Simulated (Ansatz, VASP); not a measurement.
# One calculation of ZrC, two programs

File INCAR:

```
PREC     = Accurate       # precision mode
ENCUT    = 520            # plane-wave cutoff, eV
EDIFF    = 1E-7           # SCF threshold, eV
ISMEAR   = 0              # smearing method
SIGMA    = 0.15           # smearing width, eV
LREAL    = False          # projectors in reciprocal space
LASPH    = True           # aspherical terms in the spheres
NELM     = 60             # most SCF steps
ALGO     = Normal         # electronic algorithm
ISIF     = 2              # what is computed and relaxed
LWAVE    = False          # write WAVECAR
LCHARG   = False          # write CHGCAR
GGA      = PS             # functional
NBANDS   = 15             # bands
```

KPOINTS

```
regular mesh
0
Gamma
  18 18 18
```

POSCAR

```
ZrC
1.0
    0.0000000000      2.3149568500      2.2797037000
    2.3149568500      0.0000000000      2.2797037000
    2.3149568500      2.3149568500      0.0000000000
Zr C
1 1
Direct
    0.5000000000      0.5000000000      0.5000000000
    0.0000000000      0.0000000000      0.0000000000
```

Input for Ansatz:

```yaml
crystal:
  lattice:
    - [0.0, 2.31495685, 2.2797037]
    - [2.31495685, 0.0, 2.2797037]
    - [2.31495685, 2.31495685, 0.0]
  atoms:
    - { symbol: Zr, position: [0.5, 0.5, 0.5] }
    - { symbol: C, position: [0.0, 0.0, 0.0] }
basis:
  ecutwfc: 420
kpoints:
  mp_grid: { grid: [18, 18, 18] }
hamiltonian:
  xc: pbesol
scf:
  occupations: { method: gaussian, width: 0.15 }
output:
  forces: true
  stress: true
  eigenvalues: true
```

Change from the starting cell: strain -0.015 along x and y, -0.030 along z, atoms carried along.

Alike in both runs: task single point; functional PBEsol; k mesh 18 × 18 × 18; occupations gaussian, width 0.15 eV; no spin polarisation.

```csv
,VASP,Ansatz
version,VASP 6.6.1,Ansatz 0.2.0
potentials or method,"VASP PAW PBE potentials, release 64 (Zr_sv, C)","scalar-relativistic, plane waves, PAW"
plane-wave cutoff (eV),520,420
valence electrons in the cell,16,16
```

|  | VASP | Ansatz | Ansatz less VASP |
| --- | --- | --- | --- |
| gap on the k mesh at the Fermi level (eV) | none | none | - |
| pressure (GPa) | 10.9 | 10.5 | -0.42 |
| largest component of the traceless stress (GPa) | 4.83 | 4.80 | -0.025 |

A gap of «none» marks a metal or a gap that the smearing closes. The functional is the same, so the differences come from potentials, cutoffs and numerics.

Caveats: the PAW data sets were made with another functional, which shifts forces and pressure a little (VASP).
